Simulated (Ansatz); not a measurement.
**Be: pressure up to the limit of the methods**

One table from this session's results is given with a row withheld; the runs are named, their logs left out.

Program: Ansatz 0.2.0. Level of theory: DFT, PBE, PAW with Ansatz's default frozen-core files, scalar-relativistic. These are calculated values, not measurements.

1 further run of the same task is left out (it didn't finish). Runs told in other sessions of the task aren't counted.

**The structure to begin with**

Symmetry: Im-3m, No. 229, cubic system. The conventional cell has a = 2.510 Å, b = 2.510 Å, c = 2.510 Å, α = 90.00°, β = 90.00°, γ = 90.00°. Around Be (site symmetry m-3m) lie 8 Be at 2.17 Å.

As a file:

```
CELL_PARAMETERS angstrom
-1.25518 1.25518 1.25518
1.25518 -1.25518 1.25518
1.25518 1.25518 -1.25518
ATOMIC_POSITIONS crystal
Be 0.00000 0.00000 0.00000
```

Whether this phase is the stable one at these pressures isn't tested.

The first run:

Contents of input.yaml:

```yaml
crystal:
  lattice:
    - [-1.2551785168, 1.2551785168, 1.2551785168]
    - [1.2551785168, -1.2551785168, 1.2551785168]
    - [1.2551785168, 1.2551785168, -1.2551785168]
  atoms:
    - { symbol: Be, position: [0.0, 0.0, 0.0] }
kpoints:
  mp_grid: { grid: [21, 21, 21] }
scf:
  occupations: { method: fermi_dirac, width: 0.08 }
hamiltonian:
  xc: pbe
  pseudopotentials: { kind: paw }
output:
  forces: true
  stress: true
  write_density: true
  write_potential: true
  elf: true
  volumetric_format: npy
relax:
  f_tol: 0.005
  max_steps: 40
  cell: {}
```

Run with:

```console
$ ansatz run input.yaml --threads 1 --pin off --max-ram 2048MiB --backend cpu --events-out ev --progress --plain --runs-dir out
```

Steps of the session up to this table: Cell relaxed at zero pressure, PAW; Volume scaled by 1, PAW; Volume scaled by 0.92, PAW; Volume scaled by 0.84, PAW; Volume scaled by 0.84, PAW (cutoff 600 eV); Volume scaled by 0.76, PAW; Volume scaled by 0.68, PAW; Volume scaled by 0.6, PAW; Volume scaled by 0.52, PAW; Volume scaled by 0.45, PAW; Volume scaled by 0.45, PAW (partial_waves polarizable).

One of the session's tables, all rows but one given; the rest of the session is left out.

| method | volume over the first | volume (Å³/atom) | pressure (GPa) |
| --- | --- | --- | --- |
| PAW | 1 | 7.815 | 0.00 |
| PAW | 0.92 | 7.190 | 11.90 |
| PAW | 0.84 | 6.565 | 28.93 |
| PAW | 0.76 | 5.940 | 53.71 |
| PAW | 0.68 | 5.314 | 90.63 |
| PAW | 0.6 | ? | ? |
| PAW | 0.52 | 4.064 | 238.91 |
| PAW | 0.45 | 3.517 | 370.01 |
| PAW (cutoff 600 eV) | 0.84 | 6.565 | 28.93 |
| PAW (partial_waves polarizable) | 0.45 | 3.517 | 370.01 |

**Question.** Estimate the row for PAW, 0.6.

As computed: volume (Å³/atom): 4.689; pressure (GPa): 147.50. In the column «volume (Å³/atom)» it lies between PAW, 0.52 (4.064) and PAW, 0.68 (5.314).
